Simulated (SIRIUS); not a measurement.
Crystal: B.

```
B
1.0
     3.43931    0.00000    0.00000
     0.00000    3.43931    0.00000
     0.00000    0.00000    3.43931
B
6
Cartesian
  0.8598 1.7197 0.0000
  2.5795 1.7197 0.0000
  0.0000 0.8598 1.7197
  0.0000 2.5795 1.7197
  1.7197 0.0000 0.8598
  1.7197 0.0000 2.5795
```

The cell was built by a generator and needn't be a form met in nature.

| Item | Value |
| --- | --- |
| Program | SIRIUS 7.10.0 |
| Task | relaxation of cell and atoms |
| Functional | PBE |
| Dispersion | D4 |
| Potentials or basis | PseudoDojo 0.4.1 PBE standard (scalar relativistic) |
| Cutoff | 1054 eV |
| Density cutoff | 4214 eV |
| k mesh | 4 × 4 × 4 |
| Occupations | fermi-dirac, width 0.05 eV |
| Spin | no spin polarisation |

At the start: pressure -9.8 GPa; volume 6.78 Å³/atom.

How do energy, volume and symmetry change on relaxing?

Over 3 steps the energy falls by 9.2 meV/atom and the volume is 6.48 Å³/atom (-4.4 %); space group Pm-3n (No. 223, to 0.05 Å).

The path:
```tsv
step	energy change (eV)	largest force (eV/Å)	pressure (GPa)	volume (Å³)
1	0.0000	0.0000	-9.77	40.68
2	-0.0070	0.0000	-9.16	40.56
3	-0.0549	0.0000	0.16	38.88
```

Final structure:
```
B
1.0
     3.38775    0.00000    0.00000
     0.00000    3.38775    0.00000
     0.00000    0.00000    3.38775
B
6
Cartesian
  0.8469 1.6939 0.0000
  2.5408 1.6939 0.0000
  0.0000 0.8469 1.6939
  0.0000 2.5408 1.6939
  1.6939 0.0000 0.8469
  1.6939 0.0000 2.5408
```

Caveat: the k mesh is coarse (spacing up to 0.46 Å⁻¹), so the values aren't converged; pairwise dispersion overbinds metals, which lowers pressure and volume.
